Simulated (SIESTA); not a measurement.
Crystal: PbSe (Clausthalite).

```
Pb Se
1.0
     0.00000    3.06065    3.06065
     3.06065    0.00000    3.06065
     3.06065    3.06065    0.00000
Pb Se
1 1
Direct
  0.00000 0.00000 0.00000
  0.50000 0.50000 0.50000
```

| Quantity | Value |
| --- | --- |
| Program | SIESTA 5.4.2 |
| Task | relaxation of cell and atoms |
| Functional | PBE |
| Potentials or basis | PseudoDojo 0.4 standard (PBE files) |
| Basis | DZP (energy shift 0.002 Ry) |
| Grid cutoff | 500 Ry |
| Energy shift | 0.002 Ry |
| k mesh | 8 × 8 × 8 |
| Occupations | fermi-dirac, width 0.05 eV |
| Spin | no spin polarisation |

At the start: pressure 4.1 GPa; volume 28.67 Å³/atom.

Where does the relaxation end?

Over 3 steps the energy falls by 27.1 meV/atom and the volume is 30.98 Å³/atom (+8.0 %); space group Fm-3m (No. 225, to 0.05 Å).

Step by step:
| step | energy change (eV) | largest force (eV/Å) | pressure (GPa) | volume (Å³) |
| --- | --- | --- | --- | --- |
| 1 | 0.0000 | 0.0000 | 4.12 | 57.34 |
| 2 | -0.0209 | 0.0000 | 3.23 | 58.25 |
| 3 | -0.0541 | 0.0000 | 0.02 | 61.95 |

Final structure:
```
Pb Se
1.0
     0.00123    3.14117    3.14117
     3.14117    0.00123    3.14117
     3.14117    3.14117    0.00123
Pb Se
1 1
Direct
  0.00000 0.00000 0.00000
  0.50000 0.50000 0.50000
```

Caveat: semicore shells carry a single zeta, which can move pressures by several GPa and volumes by a few percent; the basis of atomic orbitals isn't converged, which shifts pressures, moduli and gaps.
